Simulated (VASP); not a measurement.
# InP (Fm-3m) in VASP: notebook, part 2 of 2

VASP 6.6.1. The steps go on from the part before.

### Step 4. Single point, PBE-based screened hybrid

Input file POSCAR:

```
InP
1.0
    0.0000000000      2.7453630729      2.7453630729
    2.7453630729      0.0000000000      2.7453630729
    2.7453630729      2.7453630729      0.0000000000
In P
1 1
Direct
    0.0000000000      0.0000000000      0.0000000000
    0.5000000000      0.5000000000      0.5000000000
```

Input file INCAR.step1:

```
PREC = Accurate
ENCUT = 520
EDIFF = 1E-5
ISMEAR = -1
SIGMA = 0.02
LREAL = False
LASPH = True
NELM = 60
ALGO = Normal
ISIF = 2
LWAVE = True
GGA = PE
NBANDS = 16
```

Input file INCAR.step2:

```
PREC = Accurate
ENCUT = 520
EDIFF = 1E-6
ISMEAR = -1
SIGMA = 0.02
LREAL = False
LASPH = True
NELM = 60
ALGO = Normal
ISIF = 2
LWAVE = False
LCHARG = True
GGA = PE
LHFCALC = True
AEXX = 0.3
HFSCREEN = 0.1
PRECFOCK = Normal
LELF = True
LVHAR = True
ISTART = 1
NBANDS = 16
```

Input file KPOINTS:

```
regular mesh
0
Gamma
  4 4 4
```

Potentials or basis: VASP PAW PBE potentials, release 64 (In_d, P).

Run with:

```bash
cat potpaw_PBE.64/In_d/POTCAR potpaw_PBE.64/P/POTCAR > POTCAR
cp INCAR.step1 INCAR
mpirun -np 1 vasp_std > vasp.out
cp INCAR.step2 INCAR
mpirun -np 1 vasp_std > vasp.out
```

OUTCAR:

```text
PREC = Accurate
   ENCUT = 520
   EDIFF = 1E-6
   ISMEAR = -1
   LREAL = False
   LASPH = True
   NELM = 60
   ISIF = 2
   GGA = PE
   LHFCALC = True
   AEXX = 0.3
   HFSCREEN = 0.1
   PRECFOCK = Normal
   ISTART = 1

 ion  position               nearest neighbor table
   1  0.000  0.000  0.000-   2 2.75   2 2.75   2 2.75   2 2.75   2 2.75   2 2.75
   2  0.500  0.500  0.500-   1 2.75   1 2.75   1 2.75   1 2.75   1 2.75   1 2.75

  LATTYP: Found a face centered cubic cell.
 ALAT       =     5.4907261458

  Lattice vectors:

 A1 = (   0.0000000000,   2.7453630729,   2.7453630729)
 A2 = (   2.7453630729,   0.0000000000,   2.7453630729)
 A3 = (   2.7453630729,   2.7453630729,   0.0000000000)

Analysis of symmetry for initial positions (statically):
=====================================================================
 Subroutine PRICEL returns:
 Original cell was already a primitive cell.

 Routine SETGRP: Setting up the symmetry group for a
 face centered cubic supercell.

 Subroutine GETGRP returns: Found 48 space group operations
 (whereof 48 operations were pure point group operations)
 out of a pool of 48 trial point group operations.

The static configuration has the point symmetry O_h .

Analysis of symmetry for dynamics (positions and initial velocities):
=====================================================================
 Subroutine PRICEL returns:
 Original cell was already a primitive cell.

 Routine SETGRP: Setting up the symmetry group for a
 face centered cubic supercell.

 Subroutine GETGRP returns: Found 48 space group operations
 (whereof 48 operations were pure point group operations)
 out of a pool of 48 trial point group operations.

The dynamic configuration has the point symmetry O_h .

[... 104 lines left out ...]
  Thomas-Fermi vector in A             =   2.374826
   LORBIT       =      0    0 simple, 1 ext, 2 COOP (PROOUT), +10 PAW based schemes
   GGA     = PE    functional components
   LHFCALC =     T    Hartree Fock is set to
   PRECFOCK=normal    Normal, Fast or Accurate (Low or Medium for compatibility)
   ENCUT4O =  -1.0   cutoff for four orbital integrals eV
   NKREDX  =     1    reduce k-point grid by
   NKREDY  =     1    reduce k-point grid by
   NKREDZ  =     1    reduce k-point grid by
   AEXX    =    0.3000 exact exchange contribution
   HFSCREEN=    0.1000 screening length (either q_TF or 0.3 A-1)
   HFSCREENC=   0.1000 screening length for correlation (either q_TF or 0.3 A-1)
   ENCUTFOCK=  -1.0 apply spherical cutoff to Coloumb kernel
   IVDW    =     0    specifies the selected vdW correction
   LEPSILON=     F    determine dielectric tensor
   LRPA    =     F    only Hartree local field effects (RPA)
 non-spin polarized calculation
  energy-cutoff  :      520.00
  volume of cell :       41.38
 maximum number of plane-waves:      1139
 NGX is ok and might be reduce to    30
  NGX = 24; NGY = 24; NGZ = 24

 number of electron      18.0000004 magnetization

 Free energy of the ion-electron system (eV)
  ---------------------------------------------------
  ext. energy  EPLUGINS =         0.00000000
  ---------------------------------------------------
  free energy    TOTEN  =       -10.01374951 eV

  energy without entropy =      -10.01234363  energy(sigma->0) =      -10.01304657

 E-fermi :   7.2418     XC(G=0):  -8.1016

 val. band max:        6.9683961537   @ k =   0.5000   0.0000   0.0000
 cond. band min:       7.2638081123   @ k =   0.5000   0.0000   0.0000
 fundamental gap:      0.2954119586
 Fermi energy:         7.2418359896

 k-point     1 :       0.0000    0.0000    0.0000
  band No.  band energies     occupation
      1      -9.9274      2.00000
      2      -9.9256      2.00000
      3      -9.8970      2.00000
      4      -9.8937      2.00000
      5      -9.8911      2.00000
      6      -7.0929      2.00000
[... 129 lines left out ...]
      3      -9.8709      2.00000
      4      -9.8677      2.00000
      5      -9.7749      2.00000
      6      -3.2737      2.00000
[... 8 lines left out ...]
     15      20.3682      0.00000
     16      22.3261      0.00000

------------------------ aborting loop because EDIFF is reached ----------------------------------------

  FORCE on cell =-STRESS in cart. coord.  units (eV):
  Direction    XX          YY          ZZ          XY          YZ          ZX
  --------------------------------------------------------------------------------------
  -------------------------------------------------------------------------------------
  Total       -0.3765577     -0.3765577     -0.3765577      0.0000000      0.0000000     -0.0000000
  in kB      -14.5784960    -14.5784960    -14.5784960      0.0000000      0.0000000     -0.0000000
  external PRESSURE =     -14.5784960 kB  Pullay stress =       0.0000000 kB

 VOLUME and BASIS-vectors are now :
 -----------------------------------------------------------------------------
  energy-cutoff  :      520.00
  volume of cell :       41.38
      direct lattice vectors                 reciprocal lattice vectors
     0.000000000  2.745363073  2.745363073    -0.182125273  0.182125273  0.182125273
     2.745363073  0.000000000  2.745363073     0.182125273 -0.182125273  0.182125273
     2.745363073  2.745363073  0.000000000     0.182125273  0.182125273 -0.182125273

 POSITION                                       TOTAL-FORCE (eV/Angst)
 -----------------------------------------------------------------------------------
      0.00000      0.00000      0.00000        -0.000000      0.000000     -0.000000
      2.74536      2.74536      2.74536         0.000000      0.000000      0.000000
 -----------------------------------------------------------------------------------
    total drift:                               -0.000002     -0.000003     -0.000003

  FREE ENERGIE OF THE ION-ELECTRON SYSTEM (eV)
  ---------------------------------------------------
  free  energy   TOTEN  =       -10.0137495133 eV

  energy  without entropy=      -10.0123436299  energy(sigma->0) =      -10.01304657
```

OUTCAR.step1:

```text
PREC = Accurate
   ENCUT = 520
   EDIFF = 1E-5
   ISMEAR = -1
   LREAL = False
[... 356 lines left out ...]
      0.00000      0.00000      0.00000        -0.000000      0.000000     -0.000000
      2.74536      2.74536      2.74536         0.000000     -0.000000      0.000000
 -----------------------------------------------------------------------------------
    total drift:                               -0.000000      0.000000      0.000000

  FREE ENERGIE OF THE ION-ELECTRON SYSTEM (eV)
  ---------------------------------------------------
  free  energy   TOTEN  =        -7.6484656246 eV

  energy  without entropy=       -7.6451577159  energy(sigma->0) =       -7.64681167
```

OSZICAR.step1:

```text
N       E                     dE             d eps       ncg     rms          rms(c)
DAV:   1     0.110582021553E+03    0.11058E+03   -0.85752E+03   256   0.139E+03
DAV:   2    -0.181703863540E+01   -0.11240E+03   -0.10771E+03   280   0.311E+02
DAV:   3    -0.792690841704E+01   -0.61099E+01   -0.60274E+01   336   0.678E+01
DAV:   4    -0.807197295838E+01   -0.14506E+00   -0.14500E+00   344   0.109E+01
DAV:   5    -0.807880168706E+01   -0.68287E-02   -0.68287E-02   352   0.211E+00    0.504E+00
DAV:   6    -0.767252503470E+01    0.40628E+00   -0.62003E-01   368   0.136E+01    0.294E+00
DAV:   7    -0.764783764888E+01    0.24687E-01   -0.14746E-01   408   0.339E+00    0.122E+00
DAV:   8    -0.764833855544E+01   -0.50091E-03   -0.12250E-02   336   0.153E+00    0.217E-01
DAV:   9    -0.764845835249E+01   -0.11980E-03   -0.10647E-03   384   0.543E-01    0.103E-01
DAV:  10    -0.764846562459E+01   -0.72721E-05   -0.72600E-05   296   0.740E-02
   1 F= -.76484656E+01 E0= -.76468117E+01  d E =-.330791E-02
```

It took 22 min on 1 thread of Intel Xeon Platinum 8375C at 2.90GHz (Ice Lake), shared host; peak memory 0.27 GiB.

What came out:

* Free energy: -10.0137 eV
* Pressure: -1.5 GPa
* Band gap on the k mesh: none (metal or under the smearing width)

Caveat: the k mesh is coarse (spacing up to 0.50 Å⁻¹), so the values aren't converged; the PAW data sets were made with another functional, which shifts forces and pressure a little.

### Step 5. The runs side by side

| level | k mesh | exchange at q = 0 | grid for exact exchange (PRECFOCK) | screening parameter | share of exact exchange | mesh quality | gap on the mesh (eV) | pressure (GPa) |
| --- | --- | --- | --- | --- | --- | --- | --- | --- |
| r2SCAN | 6 × 6 × 6 | - | - | - | - | not flagged | none | 0.7 |
| HSE06 | 4 × 4 × 4 | truncated | Normal | 0.2079 1/A | - | coarse | none | -0.4 |
| PBE-based screened hybrid | 4 × 4 × 4 | truncated | Normal | 0.1 | 0.3 | coarse | none | -1.5 |

Alike in all rows: task single point; potentials or basis VASP PAW PBE potentials, release 64 (In_d, P); no spin polarisation; cell as given; cutoff (eV) 520; smearing fermi-dirac 0.02 eV.

Caveats: some runs use coarse meshes; the PAW data sets were made with another functional, which shifts forces and pressure a little.

Absolute energies hang on the potentials; compare differences alone.
